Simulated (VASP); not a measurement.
Crystal: Te2Mo.

```
Te Mo
1.0
     3.49568    0.00000    0.00000
    -1.74784    3.02735    0.00000
     0.00000    0.00000   13.69484
Te Mo
4 2
Direct
  0.33333 0.66667 0.61724
  0.66667 0.33333 0.11724
  0.33333 0.66667 0.88276
  0.66667 0.33333 0.38276
  0.33333 0.66667 0.25000
  0.66667 0.33333 0.75000
```

Base run:

* Program: VASP 6.6.1
* Functional: PBE-EpsX
* Potentials or basis: VASP PAW PBE potentials, release 64 (Te, Mo_sv)
* Cutoff: 520 eV
* k mesh: 6 × 6 × 2
* Occupations: gaussian, width 0.03 eV
* Spin: no spin polarisation

Its results: band gap on the k mesh 0.93 eV, indirect (least direct gap 1.26 eV); pressure 2.8 GPa; largest force 0.111 eV/Å.

After a change of settings the same cell gave: band gap on the k mesh 1.11 eV, indirect (least direct gap 1.46 eV); pressure -0.4 GPa; largest force 0.548 eV/Å. Which change was it?
A. functional from PBE-EpsX to HSE06
B. functional from PBE-EpsX to PBE0
C. functional from PBE-EpsX to PBE; further incar settings from ALGO = Normal; EDIFF = 1e-07; NBANDS = 35 to ALGO = Fast; EDIFF = 1e-07; NBANDS = 35

A.

Caveats: the PAW data sets were made with another functional, which shifts forces and pressure a little; spin-orbit coupling is left out, which moves the levels of the heavy elements; this functional lacks dispersion, which binds the layers, so the pressure and a relaxed spacing across them are unreliable (some runs).
